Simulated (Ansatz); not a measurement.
GeO2 with two functionals

Start from GeO2 in the rutile structure (space group P4_2/mnm, No. 136; a = 4.488 Å, c = 2.905 Å).

(Cell as relaxed with PBE.)

Levels (all Ansatz, an electronic-structure program, PAW): PBE (420 eV, scalar-relativistic without spin-orbit coupling); PBEsol (420 eV, scalar-relativistic without spin-orbit coupling).

Each level relaxes its own structure.

| quantity | PBE | PBEsol |
|---|---|---|
| volume per atom | 9.75 Å³ | ? |
| lattice parameter a | 4.488 Å | ? |
| lattice parameter c | 2.905 Å | ? |
| band gap | 1.23 eV | ? |
| gap character | direct at Γ | ? |
| electron mass | 0.19 mₑ along c, 0.22 mₑ across | ? |
| hole mass | 1.9 mₑ along c, 1.2 mₑ across | ? |

Question: Predict the PBEsol column.

Answer: 
- volume per atom, PBEsol: 9.43 Å³
- lattice parameter a, PBEsol: 4.428 Å
- lattice parameter c, PBEsol: 2.884 Å
- band gap, PBEsol: 1.57 eV
- gap character, PBEsol: direct at Γ
- electron mass, PBEsol: 0.20 mₑ along c, 0.24 mₑ across
- hole mass, PBEsol: 1.9 mₑ along c, 1.1 mₑ across

PBE's volume per atom lies 0.32 Å³ above PBEsol's (3.4 %); PBE's lattice parameter a lies 0.0594 Å above PBEsol's (1.3 %); PBE's lattice parameter c lies 0.021 Å above PBEsol's (0.7 %); PBE's band gap lies 0.34 eV below PBEsol's; the two agree on the gap character. Neither level is exact; PBEsol is the comparison here, not a measurement.

Effective masses come from finite differences of ±0.01 Å⁻¹. Gaps are read on the SCF mesh and a high-symmetry path. Whether these cells are dynamically stable was not tested.
